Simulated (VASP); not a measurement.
Here is a VASP 6.6.1 calculation.

The input INCAR:

```
SYSTEM = BaHfO3
ALGO     = Normal         ! electronic algorithm
EDIFF    = 1E-7           ! SCF threshold, eV
EDIFFG   = -0.005         ! ionic threshold
ENCUT    = 600            ! plane-wave cutoff, eV
IBRION   = 2              ! ionic algorithm
ISIF     = 3              ! what is computed and relaxed
ISMEAR   = 0              ! smearing method
LASPH    = .True.         ! aspherical terms in the spheres
LCHARG   = .False.        ! write CHGCAR
LREAL    = .False.        ! projectors in reciprocal space
LWAVE    = .False.        ! write WAVECAR
NELM     = 80             ! most SCF steps
NSW      = 90             ! ionic steps
PREC     = Accurate       ! precision mode
SIGMA    = 0.02           ! smearing width, eV
```

File KPOINTS:

```
k-points
0
Gamma
  6 6 6
  0 0 0
```

Contents of POSCAR:

```
BaHfO3
1.0
    4.1698367400      0.0000000000      0.0000000000
    0.0000000000      4.1698367400      0.0000000000
    0.0000000000      0.0000000000      4.1698367400
Ba Hf O
1 1 3
Direct
    0.5000000000      0.5000000000      0.5000000000
    0.0000000000      0.0000000000      0.0000000000
    0.0000000000      0.5000000000      0.0000000000
    0.5000000000      0.0000000000      0.0000000000
    0.0000000000      0.0000000000      0.5000000000
```

Potentials or basis: VASP PAW LDA potentials, release 64 (Ba_sv, Hf_pv, O).

The run is started by

```bash
$ cat potpaw_LDA.64/Ba_sv/POTCAR potpaw_LDA.64/Hf_pv/POTCAR potpaw_LDA.64/O/POTCAR > POTCAR
$ mpirun -np 1 vasp_std > vasp.out
```

Problem. Predict the relaxed cell.

Solution. a = 4.121 Å, b = 4.121 Å, c = 4.121 Å, α = 90.00°, β = 90.00°, γ = 90.00°.

Problem. Predict the space group after relaxing (to 0.05 Å).

Solution. Pm-3m (No. 221).

Problem. Predict the relaxed volume.

Solution. 14.00 Å³/atom.

Problem. Estimate the band gap on the k mesh.

Solution. 3.48 eV, indirect (least direct gap 3.64 eV).

Final structure:
```cif
data_structure
_symmetry_space_group_name_H-M 'P 1'
_symmetry_Int_Tables_number 1
_cell_length_a 4.1212
_cell_length_b 4.1212
_cell_length_c 4.1212
_cell_angle_alpha 90.000
_cell_angle_beta 90.000
_cell_angle_gamma 90.000
_cell_volume 70.00
loop_
_atom_site_label
_atom_site_type_symbol
_atom_site_fract_x
_atom_site_fract_y
_atom_site_fract_z
_atom_site_occupancy
Ba1 Ba 0.50000 0.50000 0.50000 1
Hf1 Hf 0.00000 0.00000 0.00000 1
O1 O 0.00000 0.50000 0.00000 1
O2 O 0.50000 0.00000 0.00000 1
O3 O 0.00000 0.00000 0.50000 1
```

Caveat: spin-orbit coupling is left out, which moves the levels of the heavy elements. A k mesh can miss the band edges.
